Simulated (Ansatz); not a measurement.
Runs of Ansatz 0.2.0 on TiNi. The structure is tetragonal, space group P4/nmm (No. 129). The conventional cell has a = 3.822 Å, b = 3.822 Å, c = 3.636 Å, α = 90.00°, β = 90.00°, γ = 90.00°. Around Ni (site symmetry -4m2) lie 8 Ti at 2.59 to 2.69 Å and 4 Ni at 2.70 Å. Around Ti (site symmetry 4mm) lie 8 Ni at 2.59 to 2.69 Å and 4 Ti at 2.71 Å. The cell comes from a database or a generator and needn't be the stable form of this composition.

```csv
level,cutoff (eV),gap on the mesh (eV),pressure (GPa),moment (μB),largest force (eV/Å)
r2SCAN0,500,none,0.4,1.40,0.23
PBEsol,420,none,-4.6,(b),0.01
LDA,420,none,-10.4,0.00,(a)
r2SCAN,500,none,-1.2,1.19,0.11
HSE06,420,none,1.2,1.28,0.14
PBE0,420,none,0.7,1.19,0.14
```

Alike in all rows: task projected density of states; potentials or basis Ansatz PAW; spin collinear, ferromagnetic start; cell as given; k mesh 4 × 4 × 4; smearing fermi-dirac 0.05 eV; the mesh is coarse, so values aren't converged.

Task: Fill in the values left out.

Result: (a) 0.06; (b) 0.63.

Caveats: all runs use coarse meshes; the PAW data sets come from PBE, with cores solved anew for the run's functional, which leaves a small shift of forces and pressure; the density of states is complete only up to the lowest level of the last band computed; the magnetic or orbital state may not be the lowest (some runs); the thresholds are loose for stress (some runs); the starting moments weren't kept (some runs).

A gap of «none» marks a metal or a gap under the smearing width.
